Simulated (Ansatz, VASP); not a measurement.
## GaSb: VASP beside Ansatz

```
Ga Sb
1.0
     0.00000    3.05193    3.05193
     3.05193    0.00000    3.05193
     3.05193    3.05193    0.00000
Ga Sb
1 1
Direct
  0.00000 0.00000 0.00000
  0.25000 0.25000 0.25000
```

Alike in both runs: task single point; functional r2SCAN; dispersion rVV10; k mesh 8 × 8 × 8; occupations fermi-dirac, width 0.03 eV; no spin polarisation.

|  | VASP | Ansatz |
| --- | --- | --- |
| version | VASP 6.6.1 | Ansatz 0.2.0 |
| potentials or method | VASP PAW PBE potentials, release 64 (Ga_d, Sb) | plane waves, PAW |
| plane-wave cutoff (eV) | 520 | 500 |
| valence electrons in the cell | 18 | 28 |

```tsv
	VASP	Ansatz	Ansatz less VASP
pressure (GPa)	0.2	0.0	-0.18
```

The two sets of potentials don't hold the same shells in valence.

Caveats: the PAW data sets were made with another functional, which shifts forces and pressure a little (VASP); spin-orbit coupling is left out, which moves the levels of the heavy elements. A k mesh can miss the band edges. r2SCAN opens gaps a little over a GGA but as a rule still falls short of measured ones.
